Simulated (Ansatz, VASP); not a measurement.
One calculation of SrO, two programs

INCAR

```
SYSTEM = SrO
PREC     = Accurate       ! precision mode
ENCUT    = 520            ! plane-wave cutoff, eV
EDIFF    = 1E-6           ! SCF threshold, eV
ISMEAR   = 0              ! smearing method
SIGMA    = 0.01           ! smearing width, eV
LREAL    = .False.        ! projectors in reciprocal space
LASPH    = .True.         ! aspherical terms in the spheres
NELM     = 100            ! most SCF steps
ALGO     = Normal         ! electronic algorithm
ISIF     = 2              ! what is computed and relaxed
LWAVE    = .False.        ! write WAVECAR
LCHARG   = .False.        ! write CHGCAR
GGA      = PE             ! functional
NBANDS   = 15             ! bands
```

File KPOINTS:

```
regular mesh
0
Gamma
  6 6 6
  0 0 0
```

POSCAR

```
SrO
1.0
    0.0000000000      2.8614400435      2.8614400435
    2.8614400435      0.0000000000      2.8614400435
    2.8614400435      2.8614400435      0.0000000000
Sr O
1 1
Direct
    0.0000000000      0.0000000000      0.0000000000
    0.2500000000      0.2500000000      0.2500000000
```

Input for Ansatz:

```yaml
crystal:
  lattice:
    - [0.0, 2.8614400435, 2.8614400435]
    - [2.8614400435, 0.0, 2.8614400435]
    - [2.8614400435, 2.8614400435, 0.0]
  atoms:
    - { symbol: Sr, position: [0.0, 0.0, 0.0] }
    - { symbol: O, position: [0.25, 0.25, 0.25] }
kpoints:
  mp_grid: { grid: [6, 6, 6] }
hamiltonian:
  xc: pbe
scf:
  occupations: { method: fixed }
  n_extra_bands: 4
output:
  forces: true
  stress: true
  eigenvalues: true
```

Alike in both runs: task single point; functional PBE; k mesh 6 × 6 × 6; no spin polarisation.

|  | VASP | Ansatz |
| --- | --- | --- |
| version | VASP 6.6.1 | Ansatz 0.2.0 |
| potentials or method | VASP PAW PBE potentials, release 64 (Sr_sv, O) | plane waves, PAW |
| plane-wave cutoff (eV) | 520 | 420 |
| occupations | gaussian, width 0.01 eV | fixed |
| valence electrons in the cell | 16 | 16 |

Ansatz gave:

```
gap on the k mesh at the Fermi level (eV) : 2.33
pressure (GPa)                            : -3.1
```

Problem. Which values does VASP return?

Solution. gap on the k mesh at the Fermi level (eV): 2.34; pressure (GPa): -2.8.

A k mesh can miss the band edges. PBE gaps usually lie below the measured ones, often by a third to a half.
